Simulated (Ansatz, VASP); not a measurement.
Given: the input of a run of VASP 6.6.1 on MoS2.

File INCAR:

```
ALGO     = Normal         # electronic algorithm
EDIFF    = 1E-7           # SCF threshold, eV
ENCUT    = 520            # plane-wave cutoff, eV
GGA      = PE             # functional
ISIF     = 2              # what is computed and relaxed
ISMEAR   = -1             # smearing method
LASPH    = True           # aspherical terms in the spheres
LCHARG   = False          # write CHGCAR
LREAL    = False          # projectors in reciprocal space
LWAVE    = False          # write WAVECAR
NBANDS   = 20             # bands
NELM     = 60             # most SCF steps
PREC     = Accurate       # precision mode
SIGMA    = 0.05           # smearing width, eV
```

File KPOINTS:

```
k-points
0
Gamma
  9 9 4
```

POSCAR

```
MoS2
1.0
    3.2274645616      0.0000000000      0.0000000000
   -1.6137322808      2.7950663001      0.0000000000
    0.0000000000      0.0000000000      6.3124734200
Mo S
1 2
Direct
    0.0000000000      0.0000000000      0.5000000000
    0.6666666667      0.3333333333      0.7446806800
    0.3333333333      0.6666666667      0.2553193200
```

Potentials or basis: VASP PAW PBE potentials, release 64 (Mo_sv, S).

Command:

```sh
$ cat potpaw_PBE.64/Mo_sv/POTCAR potpaw_PBE.64/S/POTCAR > POTCAR
$ mpirun -np 1 vasp_std > vasp.out
```

**Question.** Set up the same calculation for Ansatz 0.2.0. Potentials there: Ansatz PAW.

**Answer.** As run (the cutoff follows the program's own potentials):

File input.yaml:

```yaml
crystal:
  lattice:
    - [3.2274645616, 0.0, 0.0]
    - [-1.6137322808, 2.7950663001, 0.0]
    - [0.0, 0.0, 6.31247342]
  atoms:
    - { symbol: Mo, position: [0.0, 0.0, 0.5] }
    - { symbol: S, position: [0.6666666667, 0.3333333333, 0.74468068] }
    - { symbol: S, position: [0.3333333333, 0.6666666667, 0.25531932] }
hamiltonian:
  xc: pbe
  pseudopotentials: { kind: paw }
kpoints:
  mp_grid: { grid: [9, 9, 4] }
scf:
  occupations: { method: fermi_dirac, width: 0.05 }
output:
  forces: true
  stress: true
  eigenvalues: true
```

Potentials or basis: Ansatz PAW.

Launch:

```bash
$ ansatz run input.yaml --threads 1 --pin off --max-ram 3584MiB --backend cpu --events-out ev --progress --plain --runs-dir out
```

Both were run:

|  | VASP | Ansatz | Ansatz less VASP |
| --- | --- | --- | --- |
| gap on the k mesh at the Fermi level (eV) | none | none | - |
| pressure (GPa) | 1.0 | 1.1 | +0.10 |
| largest component of the traceless stress (GPa) | 1.93 | 1.92 | -0.009 |
| rms of the force components (eV/Å) | 0.130 | 0.134 | +0.0037 |

Atom by atom the forces differ by 0.004 eV/Å (rms over components). A gap of «none» marks a metal or a gap that the smearing closes.

Caveats: this functional lacks dispersion, which binds the layers, so the pressure and a relaxed spacing across them are unreliable.
